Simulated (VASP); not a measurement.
```xyz
3
Lattice="0.0000 3.0882 3.0882 3.0882 0.0000 3.0882 3.0882 3.0882 0.0000" Properties=species:S:1:pos:R:3 pbc="T T T"
Ba     0.0000     0.0000     0.0000
F      1.5441     1.5441     1.5441
F      4.6323     4.6323     4.6323
```

Method: PBEsol GGA, VASP's PBE PAW potentials (set 64) (plane waves; VASP 6.6.1). Run with 520 eV cut-off, 6×6×6 Γ-centred mesh, Gaussian smearing of 0.010 eV, potentials Ba_sv F.

Question: Give the electronic dielectric tensor ε∞ (DFPT, local fields included).

Answer: 
```
2.39  0.00  0.00
0.00  2.39  0.00
0.00  0.00  2.39
```

Question: Give the Born effective charges.

Answer: 
```json
[
 {"atom": "Ba1", "Z*xx": "2.59", "Z*yy": "2.59", "Z*zz": "2.59", "mean": "2.59"},
 {"atom": "F2", "Z*xx": "-1.29", "Z*yy": "-1.29", "Z*zz": "-1.29", "mean": "-1.29"},
 {"atom": "F3", "Z*xx": "-1.29", "Z*yy": "-1.29", "Z*zz": "-1.29", "mean": "-1.29"}
]
```

The compound is BaF2 in the fluorite structure. It was relaxed first.
